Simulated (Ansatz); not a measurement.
Reaction (substitution at a C–C bond): `CNCC(F)(F)F` + CH₃OH → `CNCOC` + `FC(F)F`

Program: Ansatz. Geometries: PBE0-D4/def2-TZVP. ΔE: electronic, gas phase. CBS: MP2 limit from def2 TZ/QZ plus the TZ coupled-cluster correction, frozen cores. This one scheme is used for every species. DFT in def2-TZVPP. Each species was taken in one conformer, which may not be the lowest.

| level | ΔE (kJ/mol) | difference from CCSD(T)/CBS |
| --- | --- | --- |
| BHLYP-D4 | 26.7 | -4.7 |
| ωB97M-V | 30.5 | -0.9 |
| PBE | 24.0 | -7.4 |
| r2SCANh | 29.3 | -2.1 |
| r2SCAN0 | 30.7 | -0.7 |
| CAM-B3LYP | 26.5 | -4.9 |
| HF/def2-TZVPP | 28.4 | -3.0 |
| MP2/def2-TZVPP | 26.6 | -4.8 |
| CCSD(T)/def2-TZVPP | 26.9 | -4.5 |
| HF/CBS(def2) | 28.7 | -2.7 |
| CCSD(T)/CBS | 31.4 | 0 |

Largest T1 diagnostic among the species: 0.012.

Leaving LDA and LC-ωPBE aside and taking each functional with its dispersion term where it has one, the values, not all of them listed here, spread over 12.4 kJ/mol, from BLYP-D4 to ωB97M-V. From BLYP to BHLYP (50 % exact exchange), in def2-TZVPP and without D4, ΔE moves by +7.4 kJ/mol. At CCSD(T), def2-SVP lies −6.3 kJ/mol from the extrapolated value and def2-TZVPP −4.5 kJ/mol.

CCSD(T)/CBS has its own doubt, a few kJ/mol and more with outer-core shells, so smaller differences from it don't rank the levels.
